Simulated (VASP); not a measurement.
CuO (Tenorite):

```
CELL_PARAMETERS angstrom
2.34185 -1.71130 0.00000
2.34185 1.71130 0.00000
-0.85003 0.00000 5.05787
ATOMIC_POSITIONS crystal
Cu 0.00000 0.50000 0.00000
Cu 0.50000 0.00000 0.50000
O 0.58160 0.41840 0.25000
O 0.41840 0.58160 0.75000
```

Base run:

```yaml
Program: VASP 6.6.1
Functional: PBE
Potentials_or_basis: VASP PAW PBE potentials, release 64 (Cu, O)
Cutoff: 600 eV
k_mesh: 10 × 10 × 6
Occupations: gaussian, width 0.03 eV
Spin: collinear spin, ferromagnetic start
Starting_moments: "[1.0, 1.0, 0.0, 0.0] μB"
Hubbard_terms: Cu d U = 4.0 eV
```

Its results: band gap on the k mesh none (metal or under the smearing width); pressure 4.6 GPa; net moment 2.00 μB per cell; site moments Cu +0.66; O +0.30 μB; largest force 0.055 eV/Å.

**Question.** The run is repeated on the same cell with these changes: moments at the start from [1.0, 1.0, 0.0, 0.0] to [1.0, -1.0, 0.0, 0.0]. What comes out?

**Answer.** Band gap on the k mesh 0.60 eV, indirect (least direct gap 0.90 eV); pressure 3.9 GPa; net moment 0.00 μB per cell; site moments Cu +0.57, -0.57; O +0.00 μB; largest force 0.046 eV/Å.

A k mesh can miss the band edges.
